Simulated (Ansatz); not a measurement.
**LiH: a prediction, then the measurements**

Level of theory: DFT PBE, scalar-relativistic, plane waves, PAW (Ansatz).

Settings: cutoff 420 eV, Γ-centred mesh 10×10×10 on the computed 2-atom cell, Gaussian smearing of 0.02 eV; no spin polarisation.

Relaxed structure, symmetry kept:

```
Li H
1.0
     0.00000    2.00340    2.00340
     2.00340    0.00000    2.00340
     2.00340    2.00340    0.00000
Li H
1 1
Direct
  0.00000 0.00000 0.00000
  0.50000 0.50000 0.50000
```

```json
{"Space group": "Fm-3m (No. 225)", "Volume per atom": "54.3 bohr³", "Formation energy from the elements' standard states (uncorrected)": "-0.417 eV/atom", "Kohn–Sham band gap": "2.98 eV, direct at X", "Löwdin character of the top 1 eV of the valence band": "H 1s 93 %", "Electron masses at the edge by Cartesian direction of the standard setting (m_e; degenerate bands sorted by energy; no spin-orbit coupling)": "x: 0.12; y: 1.0; z: 1.0", "Hole masses at the edge by Cartesian direction of the standard setting (m_e; degenerate bands sorted by energy; no spin-orbit coupling)": "x: 0.15; y: 4.0; z: 4.0", "Bulk modulus": "36 GPa", "Its pressure derivative": "3.3", "Electronic dielectric constant xx, yy, zz of the standard setting (independent particles)": "4.4, 4.4, 4.4", "Bader charges (e)": "Li (1 in the cell) 0.85, H (1 in the cell) -0.85"}
```

**Measured values to compare with.**

From a printed reference work, textbook, for a bulk crystal of LiH: lattice constant a 4.083 Å.

Measured lattice constant a of LiH: 4.083 Å (a printed reference work, textbook). This calculation gives 4.007 Å (-1.9 %). The calculation is for 0 K without zero-point motion.